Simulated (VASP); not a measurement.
**Ti3Al under changes of volume**

One of the cells (17.463 Å³/atom); the others are scaled copies at fixed shape and fractional positions:

```
CELL_PARAMETERS angstrom
2.94693 0.00000 0.00000
-1.47347 2.55212 0.00000
0.00000 0.00000 9.28747
ATOMIC_POSITIONS crystal
Ti 0.33333 0.66667 0.24941
Ti 0.33333 0.66667 0.75059
Ti 0.66667 0.33333 0.00000
Al 0.66667 0.33333 0.50000
```

The cell comes from a database or a generator and needn't be the stable form of this composition.

| Quantity | Value |
| --- | --- |
| Program | VASP 6.6.1 |
| Functional | PBE |
| Potentials or basis | VASP PAW PBE potentials, release 64 (Ti_sv, Al) |
| Cutoff | 520 eV |
| k mesh | 10 × 10 × 3 |
| Occupations | fermi-dirac, width 0.05 eV |
| Spin | no spin polarisation |

```tsv
volume (Å³/atom)	energy over the lowest point (meV/atom)	pressure (GPa)	largest force (eV/Å)
16.093	21.95	7.7	0.026
16.435	8.43	4.9	0.013
16.778	?	?	?
17.463	0.00	-2.0	0.023
17.805	6.33	-3.9	0.035
18.147	16.54	-5.6	0.047
```

Q: What does the run at 16.778 Å³/atom give?

A: Energy over the lowest point 0.60 meV/atom; pressure 2.4 GPa; largest force 0.001 eV/Å.

Worked out: A Birch-Murnaghan fit of order 3 (a polynomial in V^(-2/3)) to the other rows has its minimum at 17.14 Å³/atom with B0 = V·E''(V) = 110 GPa and B' = 3.8 at fixed shape and positions, which overstates the stiffness. It gives 0.59 meV/atom at 16.778 Å³/atom, against the run's 0.60, and -dE/dV = 2.4 GPa, against 2.4.

Energies are extrapolated to zero smearing.
